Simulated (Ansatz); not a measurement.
**SiB5P5C (zincblende [110] superlattice): band gap by G0W0 on PBEsol**

How far does one-shot GW move the PBEsol gap of SiB5P5C (zincblende [110] superlattice)?

Main program and level: Ansatz 0.2.0; PBEsol, then G0W0 on it, plane waves, PAW.

This is a report of a sequence of runs, with most program output left out.

### Step 1. The structure

The cell holds 12 atoms: 5 B, 5 P, 1 Si and 1 C. Cell: a = 3.145 Å, b = 4.448 Å, c = 9.694 Å, α = 90.0°, β = 90.0°, γ = 90.0°. It derives from BP. Regions: BP, 10 atoms (5 B and 5 P); SiC, 2 atoms (1 Si and 1 C). The structure's axis is c.

The start is a generated structure, not a measured one.

The logs state that the PAW files were generated under PBE.

### Step 2. Relaxation

The structure is relaxed first.

This step: DFT, PBEsol, plane waves, PAW; PAW set soft_1.

input.yaml reads:

```yaml
crystal:
  lattice:
    - [3.1452109627, 0.0, 0.0]
    - [0.0, 4.448, 0.0]
    - [0.0, 0.0, 9.6940543453]
  atoms:
    - { symbol: B, position: [0.0, 0.0, 0.0778626596] }
    - { symbol: P, position: [0.5, 0.25, 0.0778626596] }
    - { symbol: B, position: [0.5, 0.5, 0.2467175958] }
    - { symbol: P, position: [0.0, 0.75, 0.2467175958] }
    - { symbol: B, position: [0.0, 0.0, 0.4155725319] }
    - { symbol: P, position: [0.5, 0.25, 0.4155725319] }
    - { symbol: B, position: [0.5, 0.5, 0.5844274681] }
    - { symbol: P, position: [0.0, 0.75, 0.5844274681] }
    - { symbol: B, position: [0.0, 0.0, 0.7532824042] }
    - { symbol: P, position: [0.5, 0.25, 0.7532824042] }
    - { symbol: Si, position: [0.5, 0.5, 0.9221373404] }
    - { symbol: C, position: [0.0, 0.75, 0.9221373404] }
kpoints:
  mp_grid: { grid: [6, 6, 2] }
hamiltonian:
  xc: pbesol
  pseudopotentials: { kind: paw, azcp: { folder: soft_1 }, xc_functional: pbe }
scf:
  occupations: { method: fermi_dirac, width: 0.02 }
relax:
  f_tol: 0.015
  max_steps: 100
  cell: {}
```

On the command line:

```
$ ansatz run input.yaml --threads 4 --pin off --max-ram 17510MiB --backend cpu --events-out ev --progress --plain --runs-dir out
```

Run time: 26 s. Hardware: 4 threads of Arm Neoverse V1, shared host; peak memory 0.47 GiB; 99 s of CPU time.

Step by step:

| step | energy less that of the first step (eV) | largest force component (eV/Å) | pressure (GPa) | volume (Å³) |
| --- | --- | --- | --- | --- |
| 1 | 0.0000 | 10.4764 | 9.08 | 135.62 |
| 2 | -2.5178 | 1.9347 | 0.73 | 137.48 |
| 3 | -2.8383 | 0.3198 | -1.50 | 138.79 |
| 4 | -2.8726 | 0.0775 | -0.30 | 137.87 |
| 5 | -2.8735 | 0.0331 | -0.06 | 137.67 |
| 6 | -2.8736 | 0.0179 | 0.01 | 137.62 |
| 7 | -2.8736 | 0.0016 | 0.00 | 137.62 |
| 8* | -2.8750 | 0.0016 | 0.02 | 137.62 |

Relaxation steps marked * repeat the geometry before them on a plane-wave basis chosen anew for their cell, so energy and pressure can jump there.

Forces are held to the 2 operations that the run works with; a distortion that breaks them can't arise in this run.

| cell as run | before | after | change |
| --- | --- | --- | --- |
| a (Å) | 3.145 | 3.183 | +1.2 % |
| b (Å) | 4.448 | 4.522 | +1.7 % |
| c (Å) | 9.694 | 9.562 | -1.4 % |
| volume (Å³/atom) | 11.30 | 11.47 | +1.5 % |

The atoms that moved most (Å, as changes of fractional coordinates times the final cell):

```
atom     dx      dy      dz  length
Si11  0.000   0.313  -0.052   0.318
 C12  0.000   0.212  -0.052   0.218
  B9  0.000  -0.070   0.118   0.138
  B1  0.000  -0.070  -0.097   0.120
  P2  0.000  -0.059   0.103   0.119
 P10  0.000  -0.059  -0.082   0.101
  B3  0.000  -0.050   0.052   0.072
  B7  0.000  -0.050  -0.031   0.058
```

### Step 3. The PBEsol band structure

Levels along a band path and on the mesh show where this functional puts the band edges.

input.yaml reads:

```yaml
crystal:
  lattice:
    - [3.1829956734, 0.0, 0.0]
    - [0.0, 4.5217385186, -1.02242e-05]
    - [0.0, -2.22828e-05, 9.5621316192]
  atoms:
    - { symbol: B, position: [0.0, -0.0155789712, 0.0676778026] }
    - { symbol: P, position: [0.5, 0.2368995253, 0.0886098141] }
    - { symbol: B, position: [0.5, 0.4890321854, 0.2521280509] }
    - { symbol: P, position: [0.0, 0.7405999875, 0.2459389857] }
    - { symbol: B, position: [0.0, -0.0092436591, 0.4166663968] }
    - { symbol: P, position: [0.5, 0.2410956395, 0.4166664879] }
    - { symbol: B, position: [0.5, 0.4890334896, 0.5812052292] }
    - { symbol: P, position: [0.0, 0.7406020135, 0.5873934486] }
    - { symbol: B, position: [0.0, -0.0155776985, 0.7656556285] }
    - { symbol: P, position: [0.5, 0.2369020601, 0.7447235272] }
    - { symbol: Si, position: [0.5, 0.5693225842, 0.9166674528] }
    - { symbol: C, position: [0.0, 0.7969128437, 0.9166671756] }
kpoints:
  mp_grid: { grid: [8, 6, 4] }
  band_path:
    path:
      - [0.0, 0.0, 0.0]
      - [-0.5, 0.0, 0.0]
      - [-0.5, 0.0, 0.5]
      - [0.0, 0.0, 0.5]
      - [0.0, 0.0, 0.0]
      - [0.0, -0.5, 0.5]
      - [-0.5, -0.5, 0.5]
      - [-0.5, 0.0, 0.0]
      - [-0.5, -0.5, 0.0]
      - [0.0, -0.5, 0.0]
      - [0.0, 0.0, 0.0]
    npoints: 10
hamiltonian:
  xc: pbesol
  pseudopotentials: { kind: paw, azcp: { folder: soft_1 }, xc_functional: pbe }
scf:
  occupations: { method: fermi_dirac, width: 0.02 }
  n_extra_bands: 8
output:
  eigenvalues: true
  forces: true
  stress: true
  write_density: true
  write_potential: true
  elf: true
  volumetric_format: npy
```

Elapsed: 17 s, on 4 threads; peak memory 0.62 GiB.

This step gave:

* pressure: -0.03114 GPa
* filled bands: 24
* gap: 0.9444 eV
* valence top at: Γ
* conduction bottom at: D
* least direct gap: 1.123 eV

Over mesh and path the gap is 0.944 eV, from k = Γ to k = (-0.500, 0.000, 0.500). The least direct gap found is 1.123 eV, at k = Γ. The program's warnings for this run: structure snapped to symmetry.

The electronic bands at the labelled points (eV, zero at the top of the highest nominally filled band):

| point | band 21 | band 22 | band 23 | band 24 | band 25 | band 26 | band 27 | band 28 |
| --- | --- | --- | --- | --- | --- | --- | --- | --- |
| Γ | -0.82 | -0.17 | -0.02 | 0.00 | 1.12 | 1.33 | 2.42 | 2.58 |
| halfway | -3.08 | -3.01 | -2.23 | -0.54 | 1.63 | 1.68 | 1.93 | 3.54 |
| Z | -4.11 | -3.99 | -2.34 | -1.63 | 1.36 | 1.58 | 2.06 | 2.15 |
| halfway | -3.85 | -3.84 | -2.70 | -2.13 | 1.16 | 1.18 | 1.36 | 1.83 |
| D | -3.51 | -3.30 | -3.16 | -3.03 | 0.94 | 1.05 | 1.20 | 1.32 |
| halfway | -2.60 | -2.47 | -2.03 | -1.82 | 2.10 | 2.36 | 2.70 | 2.72 |
| B | -1.20 | -1.05 | -0.22 | -0.19 | 1.50 | 1.64 | 3.34 | 3.38 |
| halfway | -0.70 | -0.49 | -0.37 | -0.05 | 1.32 | 1.77 | 2.13 | 3.13 |
| Γ | -0.82 | -0.17 | -0.02 | 0.00 | 1.12 | 1.33 | 2.42 | 2.58 |
| halfway | -1.15 | -1.14 | -0.95 | -0.75 | 1.46 | 2.25 | 2.75 | 3.18 |
| A | -1.87 | -1.71 | -1.70 | -1.55 | 2.38 | 2.66 | 3.04 | 3.27 |
| halfway | -2.12 | -1.83 | -1.68 | -1.55 | 3.44 | 3.80 | 3.89 | 4.09 |
| E | -2.57 | -2.54 | -2.32 | -2.17 | 3.35 | 3.75 | 3.94 | 4.15 |
| halfway | -3.29 | -3.14 | -2.50 | -1.99 | 1.92 | 1.99 | 2.42 | 2.52 |
| Z | -4.11 | -3.99 | -2.34 | -1.63 | 1.36 | 1.58 | 2.06 | 2.15 |
| halfway | -3.39 | -3.08 | -2.27 | -1.53 | 1.72 | 1.81 | 2.16 | 2.30 |
| C2 | -2.24 | -1.91 | -1.60 | -1.44 | 2.97 | 3.82 | 3.95 | 4.24 |
| halfway | -2.32 | -2.29 | -2.19 | -1.80 | 3.09 | 3.24 | 3.40 | 3.49 |
| Y2 | -1.99 | -1.96 | -1.76 | -1.54 | 1.54 | 1.97 | 3.23 | 3.79 |
| halfway | -1.22 | -1.19 | -1.06 | -0.98 | 1.11 | 2.21 | 2.73 | 2.84 |
| Γ | -0.82 | -0.17 | -0.02 | 0.00 | 1.12 | 1.33 | 2.42 | 2.58 |

Electrostatic potential energy in the cb plane at fractional x = 0.000, with atoms of B and P and C within 0.2 Å of it. With pseudopotentials it is smooth inside the atoms' cores, unlike the true potential.

Values in eV, 7 rows by 16 columns, each cell a mean:
```
-14 -25  -1 -10 -13  -1 -22 -15  -2 -16  -4  -9 -26  -6 -19 -11
  7   7  -1 -37 -39  -9   7   6 -23 -40 -28   5   7   1 -36 -26
 11  12   4 -23 -27   0  11   9 -10 -29 -14   9  12  10   1   4
 12  12  11   8   7  11  12  12  10   7   9  11  12  12  11  11
 12  11  12  12  12  12  11  12  12  12  12  12  11  12  12  12
  8   5  10  12  12  10   5   7  11  12  12   9   5  10  12  12
-15 -27   0  10  10   2 -27 -19   8  10   9 -10 -28  -4  10   9
```
Columns run along c (9.6 Å; values clipped at the 3rd and 97th percentile), rows up along b (4.5 Å). Atoms in or near the plane, at fractional coordinates: B at (0.07, 0.98), P at (0.25, 0.74), B at (0.42, 0.99), P at (0.59, 0.74), B at (0.77, 0.98), C at (0.92, 0.80).

Valence density in the cb plane at fractional x = 0.000, with atoms of B and P and C within 0.2 Å of it. It is the smooth field of the valence electrons, not physical close to the nuclei.

Ten even steps from '_' (0.0 e/Å³) to '@' (1.6 e/Å³), each cell a mean:
```
++----==----------====--====----------==----++++****++
++------====----++==------==++----====------++%%@@@@%%
--....::==--....==--::..::--==....--==::....--##@@@@##
..____..::--....--::..__..::--....::::..____..==####==
________..::----::..______..::----::..________..----..
__________..::::..__________..::::..____________....__
______________________________________________________
______________________________________________________
______________________..______________________________
....::..____________..::..____________..::....________
::----::..________..------..________..::----::..______
----::--::........::--::--::........::--------::::::::
```
Columns run along c (9.6 Å), rows up along b (4.5 Å). Atoms in or near the plane, at fractional coordinates: B at (0.07, 0.98), P at (0.25, 0.74), B at (0.42, 0.99), P at (0.59, 0.74), B at (0.77, 0.98), C at (0.92, 0.80).

### Step 4. G0W0 on the 4×4×2 mesh

G0W0 replaces the xc potential by a self-energy built once from the orbitals of the start. Levels are corrected in the window of bands that the input names, at points of the mesh.

This step: G0W0 on PBEsol, plane waves, PAW; PAW set soft_1.

input.yaml, the sections that differ from step 3:

```yaml
kpoints:
  mp_grid: { grid: [4, 4, 2] }
scf:
  occupations: { method: fixed }
gw:
  n_empty_bands: 360
  ecut_chi: 110.0
  qp_bands: [v4, c4]
  qp_kpoints: band_edges
  screening: { model: contour_deformation }
# crystal, hamiltonian: as in step 3
# output: removed
```

It took 5.3 min on 4 threads; peak memory 2.3 GiB.

Numbers from this step:

- bands summed: 384
- RPA ε∞ on this mesh (eigenvalues): 9.336, 9.804, 11.15
- plane waves in the screening matrix: 367
- q-points in the mesh: 32
- G0W0 gap over the corrected points: 1.648 eV
- k of the valence top: 0, 0, 0
- k of the conduction bottom: -0.5, 0, -0.5
- starting gap on the mesh: 0.9387 eV
- Z at the valence top: 0.7886
- Z at the conduction bottom: 0.8059
- least direct G0W0 gap over the corrected points: 1.832 eV

Over 10 of 18 irreducible mesh points the G0W0 gap is 1.648 eV, from k = Γ to k = (-0.500, 0.000, -0.500). The PBEsol gap of this run on the mesh is 0.939 eV. Other states bound it: the two that bound the G0W0 gap lie 0.960 eV apart in PBEsol, so state for state the correction is 1.648 − 0.960 = +0.688 eV, while gap against gap it is 1.648 − 0.939 = +0.709 eV. The start of this run differs from the step before in mesh (8×6×4 and 4×4×2). The program's warnings for this run: structure snapped to symmetry.

Labels follow the order of the start: v1 is the top filled band, c1 the lowest empty one; levels that stay degenerate share a row, the window can cut a multiplet, doubted levels are not marked in this list, bands outside the window were not corrected, and the list may be a part of the corrected levels. Levels before and after the correction, in eV, zero at the valence-band top of each column:

|  | conduction bottom | valence top |
| --- | --- | --- |
| Kohn-Sham | 0.94 | 0.00 |
| G0W0 | 1.65 | 0.00 |

```
                      level  occupation  energy (eV)
Kohn-Sham              Γ v3           2       -0.165
Kohn-Sham              Γ v2           2       -0.022
Kohn-Sham              Γ v1           2        0.000
Kohn-Sham              Γ c1           0        1.117
Kohn-Sham              Γ c2           0        1.320
Kohn-Sham              Γ c3           0        2.408
Kohn-Sham  (-0.5 0 -0.5) v3           2       -3.305
Kohn-Sham  (-0.5 0 -0.5) v2           2       -3.160
Kohn-Sham  (-0.5 0 -0.5) v1           2       -3.037
Kohn-Sham  (-0.5 0 -0.5) c1           0        0.939
Kohn-Sham  (-0.5 0 -0.5) c2           0        1.042
Kohn-Sham  (-0.5 0 -0.5) c3           0        1.191
     G0W0              Γ v3           2       -0.167
     G0W0              Γ v2           2        0.000
     G0W0              Γ v1           2       -0.007
     G0W0              Γ c1           0        1.832
     G0W0              Γ c2           0        2.018
     G0W0              Γ c3           0        3.173
     G0W0  (-0.5 0 -0.5) v3           2       -3.449
     G0W0  (-0.5 0 -0.5) v2           2       -3.278
     G0W0  (-0.5 0 -0.5) v1           2       -3.208
     G0W0  (-0.5 0 -0.5) c1           0        1.648
     G0W0  (-0.5 0 -0.5) c2           0        1.739
     G0W0  (-0.5 0 -0.5) c3           0        1.895
```

The parts of the quasiparticle energy for the two states that bound the G0W0 gap, in eV on the run's own scale (QP = start + Σx + Σc − Vxc, with Σc at the quasiparticle energy):

```
             edge                        k  band   start       Σx      Σc      Vxc      Z      QP
      valence top                        Γ    23   9.481  −16.643   1.241  −15.056  0.789   9.135
conduction bottom  (-0.500, 0.000, -0.500)    25  10.441   −7.482  −4.108  −11.932  0.806  10.782
```

### Step 5. Side by side

Each gap is the least one over the points named; times are wall times on shared hosts, not benchmarks. A G0W0 time includes the run's own self-consistent start. Rows marked * are further runs, not shown as steps, whose inputs differ from the G0W0 step on the same start in the columns given; solver thresholds can differ too. Symmetry makes (-0.500, 0.000, 0.500) and (-0.500, 0.000, -0.500) one point.

```
       level   mesh       files, cutoff  bands summed, screening                            points  gap (eV)  valence top        conduction bottom  least direct gap (eV)     time
      PBEsol  8×6×4  soft_1 PAW, 420 eV                        -                     mesh and path     0.944            Γ   (-0.500, 0.000, 0.500)                  1.123     17 s
G0W0@PBEsol*  4×4×2  soft_1 PAW, 420 eV               115, 44 eV  10 of 18 irreducible mesh points     1.369            Γ  (-0.500, 0.000, -0.500)                  1.547     40 s
 G0W0@PBEsol  4×4×2  soft_1 PAW, 420 eV              384, 110 eV  10 of 18 irreducible mesh points     1.648            Γ  (-0.500, 0.000, -0.500)                  1.832  5.3 min
```

### Step 6. Outcome

```
PBEsol gap over mesh and path                         : 0.944 eV, from k = Γ to k = (-0.500, 0.000, 0.500)
G0W0@PBEsol gap over 10 of 18 irreducible mesh points : 1.648 eV, from k = Γ to k = (-0.500, 0.000, -0.500)
GW settings                                           : 4×4×2 mesh, 360 empty bands, screening to 110 eV, PAW set soft_1 files
known limits                                          : finite bands, screening cutoff and k mesh; no spin-orbit coupling in G0W0
```

What this shows: Over 10 of 18 irreducible mesh points the G0W0 gap is 1.648 eV, from k = Γ to k = (-0.500, 0.000, -0.500). The PBEsol gap of this run on the mesh is 0.939 eV. Other states bound it: the two that bound the G0W0 gap lie 0.960 eV apart in PBEsol, so state for state the correction is 1.648 − 0.960 = +0.688 eV, while gap against gap it is 1.648 − 0.939 = +0.709 eV. The valence state moves by 9.135 − 9.481 = −0.346 eV and the conduction state by 10.782 − 10.441 = +0.341 eV, on the run's own scale; with 115 bands the edge states move by +0.396 and +0.804 eV, so the split between the edges depends on the bands and cutoff. Both edges that PBEsol shows over mesh and path lie at k points where levels were corrected. Levels at other points were not corrected, so a lower G0W0 gap elsewhere in the zone is not ruled out. From 115 bands and 44 eV to 384 bands and 110 eV the gap moves by 1.648 − 1.369 = +0.279 eV; bands and screening cutoff rise together, so their parts are not told apart. Two runs can't test a law of convergence, so the limit is not known. For the G0W0 step: the program's warnings for this run: structure snapped to symmetry. For the further run with 115 bands on the 4×4×2 mesh, the program warns: structure snapped to symmetry. The G0W0 runs are scalar-relativistic. No pair of G0W0 runs that differ in the mesh alone is shown (4×4×2 is a supercell whose nearest images lie 13 Å apart), so the error from the mesh is not known here. G0W0 is shown with one set of atomic data (soft_1 PAW), so the error from the files is not known here.

[Paths, hosts, dates, memory and timing lines, banners, echoed tables and standing remarks are left out of the program output.]

[Logs are printed without paths, hosts, clocks, repeated set-up lines and the standing remarks that a program may print on its own settings, such as how far it seeks lower states.]

[Runs of the session that timed out or met a known fault of the program may be left out.]

[Cells called generated may have been cut or substituted from an entry of the Crystallography Open Database or the Materials Project.]

[Hosts, paths, dates, database ids (printed as entryN), source tags and the programs' standing remarks are cut or masked in the printed files.]

[Where an RPA ε∞ is given, it is that of the G0W0 mesh and is not shown converged in it. Names of k-points follow the symmetry that the program found, which can be lower than the space group named. Band edges on a path are those of the sampled points; other points can move an edge, and change direct to indirect where valleys lie close.]

[Hybrid gaps are those of their k-mesh and are not shown converged in it.]
